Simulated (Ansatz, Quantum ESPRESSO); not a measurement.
**Equation of state of wurtzite AlN**

How stiff is wurtzite AlN under hydrostatic load? Each row relaxes cell and atoms at a set pressure. The real crystal leaves this structure near 21 GPa (arxiv:cond-mat/0301045), so the highest rows describe a metastable cell.

Calculated with Ansatz 0.2.0, PBEsol, PAW files of the set soft_1, cutoff 600 eV, Fermi–Dirac smearing 0.02 eV, k-mesh 10×10×6, no spin polarisation, no spin-orbit coupling.

Reference cell, relaxed at zero pressure with PBEsol (P6_3mc): a = 3.1135 Å, b = 3.1135 Å, c = 4.9834 Å, α = 90.00°, β = 90.00°, γ = 120.00°.

```
atom       x       y       z
  Al  0.3333  0.6667  0.0010
  Al  0.6667  0.3333  0.5010
   N  0.6667  0.3333  0.1190
   N  0.3333  0.6667  0.6190
```

```
V (Å³/atom)    V/V0  P (GPa)  E − E0 (meV/atom)
    10.6784  1.0210   −3.998                2.8
     9.9919  0.9553   10.000               14.1
     9.7914  0.9362   14.999               29.6
     9.6078  0.9186   19.998               49.7
     9.2813  0.8874   29.997              100.3
```

V0 = 10.4589 Å³ an atom, where the residual pressure P0 is +0.004 GPa. **Question.** Fit the Birch–Murnaghan law and give the pressure and the energy at V = 10.2129 Å³ an atom, a row left out above.

With the Eulerian strain f = ½[(V0/V)^(2/3) − 1] and F = (P − P0)/[3f(1 + 2f)^(5/2)], the third-order law is the line F = B0 + (3/2) B0 (B′ − 4) f.

| f | F (GPa) |
| --- | --- |
| 0.04145 | 197.68 |
| 0.02911 | 198.76 |
| 0.02247 | 199.26 |
| 0.01546 | 199.72 |
| −0.00688 | 200.86 |

A straight line through the 5 rows: the means are 0.02032 for f and 199.26 for F, Σ(Δx)² = 0.001292 and ΣΔxΔy = −0.08354, so the slope is −0.08354/0.001292 = −64.665 and the intercept 199.26 − (−64.665)(0.02032) = 200.57.

Hence B0 = 200.6 GPa and B′ = 4 + (−64.7)/(1.5 × 200.6) = 3.79. For the withheld volume f = 0.00800, F = 200.05 GPa and P = 5.00 GPa. The run itself gives 5.00 GPa, so the estimate misses by 0.00 GPa, a rounding's worth.

Integrating the same law gives E − E0 = (9/2) B0 V0 f²[1 + (B′ − 4) f] + P0(V0 − V), with 1 GPa Å³ = 6.2415 meV: 3.8 meV an atom. The run itself gives 3.8 meV, so the estimate misses by 0.0 meV, a rounding's worth.

The same fit over all rows at other levels or in other programs gives B0 = 202 GPa with PBEsol (Quantum ESPRESSO, GBRV) and 201 GPa with PBEsol (Quantum ESPRESSO, PseudoDojo).

[Logs are printed without paths, hosts, clocks, repeated set-up lines and the standing remarks that a program may print on its own settings, such as how far it seeks lower states.]
